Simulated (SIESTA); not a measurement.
Crystal: MnO2.

```
Mn O
1.0
     4.40042    0.00000    0.00000
     0.00000    4.40042    0.00000
     0.00000    0.00000    2.86708
Mn O
2 4
Direct
  0.50000 0.50000 0.50000
  0.00000 0.00000 0.00000
  0.80492 0.19508 0.50000
  0.69508 0.69508 0.00000
  0.19508 0.80492 0.50000
  0.30492 0.30492 0.00000
```

The cell is a database's computed one.

Base run:

* Program: SIESTA 5.4.2
* Functional: PBEsol
* Potentials or basis: PseudoDojo 0.4 standard (PBEsol files)
* Basis: DZP (energy shift 0.003 Ry; two zetas on semicore shells)
* Grid cutoff: 800 Ry
* Energy shift: 0.003 Ry
* k mesh: 4 × 4 × 7
* Occupations: fermi-dirac, width 0.05 eV
* Spin: collinear spin, ferromagnetic start
* Starting moments: [4.0, 4.0, 0.0, 0.0, 0.0, 0.0] μB
* Hubbard terms: Mn d U = 4 eV

Its results: band gap on the k mesh none (metal or under the smearing width); pressure 8.0 GPa; net moment 6.05 μB per cell; site moments Mn +3.25; O -0.11 μB; largest force 0.106 eV/Å.

The run is repeated on the same cell with these changes: hubbard terms from Mn d U = 4 eV to Mn d U = 6 eV. What comes out?

Band gap on the k mesh none (metal or under the smearing width); pressure 15.8 GPa; net moment 6.03 μB per cell; site moments Mn +3.57; O -0.28 μB; largest force 0.252 eV/Å.

Caveats: short orbitals over semicore shells can move pressures by several GPa; the basis of atomic orbitals isn't converged, which shifts pressures, moduli and gaps; only a ferromagnetic start was run, and an antiferromagnetic order may lie lower in energy.
